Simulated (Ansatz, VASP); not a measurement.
**Two plane-wave programs on SrO**

```xyz
2
Lattice="0.0000 2.8498 2.7923 2.8498 0.0000 2.7923 2.8498 2.8498 0.0000" Properties=species:S:1:pos:R:3 pbc="T T T"
Sr    0.0000    0.0000    0.0000
O     1.4249    1.4249    1.3961
```

Change from the starting cell: biaxial_xy strain +2.1%.

Alike in both runs: task single point; functional r2SCAN; k mesh 8 × 8 × 8; no spin polarisation.

|  | VASP | Ansatz |
| --- | --- | --- |
| version | VASP 6.6.1 | Ansatz 0.2.0 |
| potentials or method | VASP PAW PBE potentials, release 64 (Sr_sv, O) | plane waves, PAW |
| plane-wave cutoff (eV) | 520 | 500 |
| occupations | gaussian, width 0.01 eV | fixed |
| valence electrons in the cell | 16 | 16 |

|  | VASP | Ansatz | Ansatz less VASP |
| --- | --- | --- | --- |
| gap on the k mesh at the Fermi level (eV) | 2.78 | 2.77 | -0.013 |
| pressure (GPa) | -2.1 | -2.5 | -0.38 |
| largest component of the traceless stress (GPa) | 0.16 | 0.17 | +0.007 |

Caveats: the PAW data sets were made with another functional, which shifts forces and pressure a little (VASP). A k mesh can miss the band edges.
